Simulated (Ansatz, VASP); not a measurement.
**One calculation of CsPbBr3, two programs**

INCAR

```
SYSTEM = CsPbBr3
PREC = Accurate
ENCUT = 520
EDIFF = 1E-7
ISMEAR = 0
SIGMA = 0.05
LREAL = .False.
LASPH = .True.
NELM = 100
ALGO = Normal
ISIF = 2
LWAVE = .False.
LCHARG = .False.
GGA = PS
NBANDS = 30
```

File KPOINTS:

```
Automatic mesh
0
Gamma
  6 6 6
  0 0 0
```

File POSCAR:

```
CsPbBr3
1.0
    6.1631138024     -1.2326227605     -1.2326227605
   -1.2326227605      6.1631138024     -1.2326227605
   -1.2326227605     -1.2326227605      6.1631138024
Cs Pb Br
1 1 3
Direct
    0.0000000000      0.0000000000      0.0000000000
    0.5000000000      0.5000000000      0.5000000000
    0.0000000000      0.5000000000      0.5000000000
    0.5000000000      0.0000000000      0.5000000000
    0.5000000000      0.5000000000      0.0000000000
```

Input for Ansatz:

```yaml
crystal:
  lattice:
    - [6.1631138024, -1.2326227605, -1.2326227605]
    - [-1.2326227605, 6.1631138024, -1.2326227605]
    - [-1.2326227605, -1.2326227605, 6.1631138024]
  atoms:
    - { symbol: Cs, position: [0.0, 0.0, 0.0] }
    - { symbol: Pb, position: [0.5, 0.5, 0.5] }
    - { symbol: Br, position: [0.0, 0.5, 0.5] }
    - { symbol: Br, position: [0.5, 0.0, 0.5] }
    - { symbol: Br, position: [0.5, 0.5, 0.0] }
basis:
  ecutwfc: 420
kpoints:
  mp_grid: { grid: [6, 6, 6] }
hamiltonian:
  xc: pbesol
scf:
  occupations: { method: gaussian, width: 0.05 }
output:
  forces: true
  stress: true
  eigenvalues: true
```

Alike in both runs: task single point; functional PBEsol; k mesh 6 × 6 × 6; occupations gaussian, width 0.05 eV; no spin polarisation.

|  | VASP | Ansatz |
| --- | --- | --- |
| version | VASP 6.6.1 | Ansatz 0.2.0 |
| potentials or method | VASP PAW PBE potentials, release 64 (Cs_sv, Pb_d, Br) | scalar-relativistic, plane waves, PAW |
| plane-wave cutoff (eV) | 520 | 420 |
| valence electrons in the cell | 44 | 44 |

```tsv
	VASP	Ansatz	Ansatz less VASP
gap on the k mesh at the Fermi level (eV)	0.05	0.05	0.000
least direct gap on the mesh (eV)	0.17	0.18	+0.009
pressure (GPa)	-0.9	-0.9	-0.02
largest component of the traceless stress (GPa)	3.63	3.62	-0.008
```

Caveats: the PAW data sets were made with another functional, which shifts forces and pressure a little (VASP); spin-orbit coupling is left out, which as a rule narrows the gap of such compounds by several tenths of an eV.
